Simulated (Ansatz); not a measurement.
# SnTe under changes of volume

One of the cells (31.281 Å³/atom); the others are scaled copies at fixed shape and fractional positions:

```
Te Sn
1.0
     0.00000    3.15085    3.15085
     3.15085    0.00000    3.15085
     3.15085    3.15085    0.00000
Te Sn
1 1
Direct
  0.50000 0.50000 0.50000
  0.00000 0.00000 0.00000
```

```yaml
Program: Ansatz 0.2.0
Functional: PBE
Potentials_or_basis: PseudoDojo stringent (PBE files)
Cutoff: 1450 eV
Density_cutoff: 5800 eV
k_mesh: 7 × 7 × 7
Occupations: fermi-dirac, width 0.05 eV
Spin: no spin polarisation
```

```csv
volume (Å³/atom),energy over the lowest point (meV/atom),pressure (GPa)
29.404,57.13,5.8
30.030,37.04,4.5
30.656,21.79,3.3
31.281,10.87,2.3
31.907,?,?
32.532,0.34,0.5
33.158,0.00,-0.3
```

Problem. What does the run at 31.907 Å³/atom give?

Solution. Energy over the lowest point 3.84 meV/atom; pressure 1.3 GPa.

Worked out: A Birch-Murnaghan fit of order 3 (a polynomial in V^(-2/3)) to the other rows has its minimum at 32.91 Å³/atom with B0 = V·E''(V) = 40 GPa and B' = 4.4. It gives 3.85 meV/atom at 31.907 Å³/atom, against the run's 3.84, and -dE/dV = 1.3 GPa, against 1.3.

Energies are extrapolated to zero smearing.
